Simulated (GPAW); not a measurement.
Write an ASE script for GPAW 26.7.0 that does the following.

| Item | Value |
| --- | --- |
| Task | equation of state |
| Functional | LDA |
| Potentials or basis | PAW data sets generated in the run's folder for this functional |
| Cutoff | 600 eV |
| Basis | pw |
| k mesh | 7 × 7 × 7 |
| Occupations | fermi-dirac, width 0.05 eV |
| Spin | no spin polarisation |
| Maxiter | 150 |
| Eos scales | [0.94, 0.96, 0.98, 1.0, 1.02, 1.04, 1.06] |

Crystal: ZnS.

```
Zn S
1.0
     0.00000    2.70200    2.70200
     2.70200    0.00000    2.70200
     2.70200    2.70200    0.00000
Zn S
1 1
Cartesian
  4.0530 4.0530 4.0530
  0.0000 0.0000 0.0000
```

These files were run (other wordings do the same):

run.py

```python
from ase import Atoms
from ase.eos import EquationOfState
from ase.io import Trajectory
from ase.units import GPa
from gpaw import GPAW, PW, setup_paths

setup_paths.insert(0, '.')

atoms = Atoms(['Zn', 'S'],
              cell=[[0.0, 2.702, 2.702],
                    [2.702, 0.0, 2.702],
                    [2.702, 2.702, 0.0]],
              scaled_positions=[[0.75, 0.75, 0.75],
                                [0.0, 0.0, 0.0]],
              pbc=True)

traj = Trajectory('eos.traj', 'w')
volumes, energies = [], []
for x in [0.94, 0.96, 0.98, 1.0, 1.02, 1.04, 1.06]:
    a = atoms.copy()
    a.set_cell(atoms.cell * x**(1 / 3), scale_atoms=True)
    calc = GPAW(mode=PW(600),
                xc='LDA',
                kpts={'size': (7, 7, 7), 'gamma': True},
                occupations={'name': 'fermi-dirac', 'width': 0.05},
                nbands=18,
                convergence={'density': 1e-05, 'energy': 1e-05},
                maxiter=150,
                txt=f'eos-{x:.2f}.txt')
    a.calc = calc
    energies.append(a.get_potential_energy(force_consistent=True))
    volumes.append(a.get_volume())
    p = -a.get_stress()[:3].mean() / GPa
    calc.write(f'eos-{x:.2f}.gpw')
    traj.write(a)
    print(f'{x:.2f} {volumes[-1]:10.4f} A^3 {energies[-1]:14.6f} eV {p:9.3f} GPa', flush=True)

v0, e0, B = EquationOfState(volumes, energies, eos='birchmurnaghan').fit()
print(f'V0 = {v0:.4f} A^3, E0 = {e0:.6f} eV, B0 = {B / GPa:.2f} GPa')
```

Potentials or basis: PAW data sets generated in the run's folder for this functional, pw.

Launch:

```console
$ gpaw-setup -f LDA S Zn
$ OMP_NUM_THREADS=1 python run.py
```

Results of the run:

```
Equilibrium volume : 18.50 Å³/atom (rough: see the caveat)
Bulk modulus       : 87 GPa (rough)
```

Caveat: the minimum lies outside the volumes run.

Run time: 80 s on 1 thread of Arm Neoverse V1 (shared host), peak memory 0.22 GiB.
